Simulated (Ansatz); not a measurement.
Crystal: V.

```
V
1.0
    -1.51435    1.51435    1.51435
     1.51435   -1.51435    1.51435
     1.51435    1.51435   -1.51435
V
1
Direct
  0.00000 0.00000 0.00000
```

A run of Ansatz 0.2.0 on this cell left the log below. Logs are shortened: lines on timing, memory, paths and dates and some standing lists are left out, and cuts for length are marked.

```text
Warning: RAYON_NUM_THREADS=2 ignored (pool sized by the plan → 2); use --threads N
LAPW: plane waves up to 8.508 Å⁻¹, error target 1.0e-3 eV per atom; small_component_spin mean_spin; V in spheres of 1.272 Å, 13 of its electrons in bands, Dirac shells [] (how accurate: hamiltonian.pseudopotentials.lapw.basis_error, Limitations)
Engine: ansatz 0.2.0, aarch64-unknown-linux-gnu
Pseudopotentials: kind: all_electron
Pseudopotential: V, LAPW, valence charge 13, lapw/all_electron/scalar/gaussian/V, Koelling and Harmon's equation, gaussian nucleus
Functional definition: PBEsol
  exchange = pbesol_x
  correlation = pbesol_c
Crystal: 1 atoms, lattice volume = 13.891 Å³
Basis set: ecut = 275.80925390294016 eV, 141 PW (Γ), exchange–correlation at level 2
Bands: 12, of which v1, the nominal top of the filled ones, is band 7 counted from 1 (6 counted from 0)
Symmetry: 48 space group operations
Space group: Im-3m (ITA 229), of the structure as read, at distance tolerance 2.4e-5 Å
Magnetic group: BNS 229.140 (UNI 1642), of the structure as read, at distance tolerance 2.4e-5 Å
k-points: 35 of 729
Non-local potential: V, projectors of the file, none
Initial density: superposition of atomic densities (chi_scale 0.1, normalization cell)
Starting moments: Σ|m| = 2 μB on 1 of 1 site
Initial wavefunctions: plane waves of lowest kinetic energy (no species holds an atomic orbital)
Functional: x = pbesol(κ = 0.804, μ = 0.12345679012345678), c = pbesol(β = 0.046)
SCF 1 converged in 13 iterations: F = -25804.942949 eV  dr2 = 3.75e-13
Bands: 11, of which v1, the nominal top of the filled ones, is band 7 counted from 1 (6 counted from 0)
Initial density: read from a saved state, or passed on in memory by an earlier SCF of this step, an earlier step, the calling program or the single point that the run made first
Stability of the state it starts from, as read at its close in the collinear treatment: not read negative (Ritz values of 1 − χ₀K, real part plus size of imaginary part, from 0.25 to 0.38, by its mixing steps under the symmetry group of the SCF that read it); its run was given moments
[... 105 lines left out ...]
  Σ components = -25804.942949   (vs F -25804.942949, Δ=0.00e0)
  Basis errors (estimates in eV, not in F): energy 2.5e-4 per atom: plane waves 2.2e-4 (1.2e-4 summed), levels above the bands 8.8e-91, relativity 7.4e-9, radial functions 2.5e-5, core shells 2.0e-7; eigenvalues (radial functions only) 6.2e-7; not estimated: angular momenta, meshes, grids; target (lapw.basis_error) 1.0e-3; muffin-tin radii V 1.272 Å
--- Forces (eV/Å), atoms counted from 1 ---
  atom   1  V      0.00000000     0.00000000     0.00000000
  max |Σ_I F_I| component: 1.38e-31 eV/Å
--- Stress (GPa, compression-positive) ---
      -12.190428      -0.000000       0.000000
       -0.000000     -12.190428      -0.000000
        0.000000      -0.000000     -12.190428
  P = ⅓ Tr σ = -12.1904 GPa (-121.904 kbar)
--- Band table (eV; the first three rows and the last of 70) ---
  k-point 0 ↑: bands = ["-47.2073", "-20.6534", "-20.6534", "-20.6534", "9.7305", "16.6794", "16.6794", "16.6794", "18.6338", "18.6338", "36.5470"]
  k-point 1 ↑: bands = ["-47.1867", "-20.7544", "-20.6845", "-20.6540", "10.2078", "16.4829", "16.6213", "17.0185", "18.4358", "18.6487", "35.5640"]
  k-point 2 ↑: bands = ["-47.1342", "-21.0053", "-20.7626", "-20.6557", "11.4663", "16.0159", "16.3305", "17.9480", "18.2906", "18.7140", "32.8453"]
  k-point 34 ↓: bands = ["-46.8193", "-21.1307", "-21.1117", "-21.1117", "13.6173", "13.6183", "19.6378", "19.6378", "19.8874", "25.2626", "26.8580"]
--- Elastic constants: 2 strain directions × 2 members + reference (group order 48) ---
  dense FFT box of the reference and of every strained cell: 16×16×16
  strains applied: 11, 23; error gains: componentwise 1.00 (the most a stress slope's error grows in a printed constant), spectral 1.73 (1 for all six strains in a standard setting)
  C = ∂σ_k/∂η_j (tension-positive GPa; Voigt order 11 22 33 23 13 12):
       175.565    121.419    121.419     -0.000      0.000      0.000
       121.419    175.565    121.419     -0.000      0.000      0.000
       121.419    121.419    175.565     -0.000      0.000      0.000
         0.000     -0.000      0.000    -48.230     -0.000     -0.000
        -0.000     -0.000      0.000     -0.000    -48.230      0.000
        -0.000      0.000     -0.000      0.000     -0.000    -48.230
  reference stress σ⁰ (GPa):     12.190     12.190     12.190      0.000     -0.000      0.000
  no Pulay correction (none for the plane-wave cutoff is built on LAPW): the batch's stresses and constants are at fixed plane waves
  C* (energy form; C + prestress term) asymmetry max|C*_kj − C*_jk| = 8.527e-14 GPa — a small one proves nothing (zero by symmetry where the batch's group is 432, −43m or m−3m); a large one is finite-difference/SCF noise where every solve meets its electron count
  moduli (Voigt/Reuss/Hill, GPa): K = 139.47/139.47/139.47   G = -18.11/428.35/205.12   E = 412.93   ν = 0.007
  mechanically stable: NO (min eigenvalue of sym C = -48.23 GPa)
  where every solve meets its electron count the energy-path curvature estimates C_jj along a normal strain and C_jj − ¼(σ⁰_aa + σ⁰_bb) along a shear (ab), closely only under elastic.basis: deformed
  strain η (Voigt 11):  stress-route row diagonal C_11 = 175.56 GPa, energy-path curvature d²(F+E_count)/dδ²/Ω₀ = 175.81 GPa
         δ    σ_11 (GPa)             F (eV)   n_scf  n_hpsi   n_pw
    -2.000e-3      11.8423      -25804.9450323      12   76510    152
     2.000e-3      12.5446      -25804.9408042      11   69880    152
  strain η (Voigt 23):  stress-route row diagonal C_44 = -48.23 GPa, energy-path curvature d²(F+E_count)/dδ²/Ω₀ = -54.21 GPa
         δ    σ_23 (GPa)             F (eV)   n_scf  n_hpsi   n_pw
    -2.000e-3       0.0965      -25804.9429581      11  115461    152
     2.000e-3      -0.0965      -25804.9429581      12  123091    152
```

What input gives this log?

Elastic constants with PBEsol, collinear spin, ferromagnetic start. The files as run (others can give the same):

input.yaml
```yaml
crystal:
  lattice:
    - [-1.51435, 1.51435, 1.51435]
    - [1.51435, -1.51435, 1.51435]
    - [1.51435, 1.51435, -1.51435]
  atoms:
    - { symbol: V, position: [0.0, 0.0, 0.0], spin: 2.0 }
kpoints:
  mp_grid: { grid: [9, 9, 9] }
scf:
  occupations: { method: fermi_dirac, width: 0.05 }
hamiltonian:
  xc: pbesol
  pseudopotentials: { kind: all_electron, lapw: { basis_error: 0.001 } }
magnetization:
  spin_polarized: true
output:
  forces: true
  stress: true
elastic:
  mode: clamped_ion
  stencil: two_point
```

Potentials or basis: all-electron LAPW, scalar-relativistic.
The run is started by
```console
$ ansatz run input.yaml --threads 2 --pin off --max-ram 6144MiB --backend cpu --events-out ev --progress --plain --runs-dir out
```

Caveat: the k mesh is thin for a metal, which can move the energy by tens of meV per atom; a metal's response needs a denser mesh; the cell is more than 3 GPa from zero pressure, which shifts response properties; the program listed the state as in doubt; the elastic tensor has a negative eigenvalue, so either the cell is unstable as it stands or the mesh is too thin.
